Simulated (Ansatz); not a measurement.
Consider BaSnO$_{3}$ in the cubic perovskite structure (space group Pm-3m, No. 221; a = 4.176 Å).

Method: PBE (Ansatz, a quantum-chemistry and plane-wave program), no spin-orbit coupling, earlier PAW set.

Base values:

```
Quantity                        Result
-----------------------------  -------
Width of the top valence band  0.97 eV
Lattice parameter a            4.176 Å
```

Now apply this change: a negative pressure, −2 GPa.

### Question
Predict the new mean gap deformation potential ΔEg/Δln V.

### Answer
The mean gap deformation potential ΔEg/Δln V is -11.5 eV.

### Question
What happens to the width of the top valence band?

### Answer
The width of the top valence band is nearly the same (0.97 eV against 0.96 eV).

### Question
Estimate the effect on the lattice parameter a.

### Answer
The lattice parameter a grows by 0.022 Å (4.176 Å → 4.198 Å).

Load acts through the strain it causes; cell and atoms are relaxed under it. No phonon test of stability was made.
